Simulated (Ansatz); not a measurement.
Crystal: Bi2Se3 (Paraguanajuatite).

```
CELL_PARAMETERS angstrom
2.07150 1.19598 9.54533
-2.07150 1.19598 9.54533
0.00000 -2.39196 9.54533
ATOMIC_POSITIONS crystal
Bi 0.59920 0.59920 0.59920
Bi 0.40080 0.40080 0.40080
Se 0.78830 0.78830 0.78830
Se 0.21170 0.21170 0.21170
Se 0.00000 0.00000 0.00000
```

```yaml
Program: Ansatz 0.2.0
Task: relaxation of cell and atoms
Functional: PBE
Potentials_or_basis: Ansatz PAW
Cutoff: "420 eV (not typed: the program's choice for these potentials)"
k_mesh: 8 × 8 × 8
Occupations: fermi-dirac, width 0.05 eV
Spin: no spin polarisation
```

At the start: volume 28.38 Å³/atom.

Question: Where does the relaxation end?

Answer: It ends after 9 steps and the volume is 31.62 Å³/atom (+11.4 %); space group R-3m (No. 166, to 0.05 Å).

The path:
| step | energy change (eV) | largest force (eV/Å) | volume (Å³) |
| --- | --- | --- | --- |
| 1 | 0.0000 | 0.1594 | 141.89 |
| 2 | -0.0284 | 0.3660 | 153.79 |
| 3 | -0.0641 | 0.0370 | 151.43 |
| 4 | -0.0682 | 0.0687 | 151.95 |
| 5 | -0.0761 | 0.0123 | 154.52 |
| 6 | -0.0775 | 0.0010 | 156.57 |
| 7 | -0.0777 | 0.0010 | 157.80 |
| 8 | -0.0777 | 0.0001 | 158.11 |
| 9 | -0.0798 | 0.0006 | 158.11 |

Final structure:
```yaml
crystal:
  lattice:
    - [2.09530, 1.20972, 10.39652]
    - [-2.09530, 1.20972, 10.39652]
    - [0.00000, -2.41944, 10.39652]
  atoms:
    - { symbol: Bi, position: [0.60415, 0.60415, 0.60415] }
    - { symbol: Bi, position: [0.39585, 0.39585, 0.39585] }
    - { symbol: Se, position: [0.77928, 0.77928, 0.77928] }
    - { symbol: Se, position: [0.22072, 0.22072, 0.22072] }
    - { symbol: Se, position: [0.00000, 0.00000, 0.00000] }
```

Caveat: the plane-wave basis is chosen anew once the cell has moved, so the energies of steps on either side of that aren't comparable.
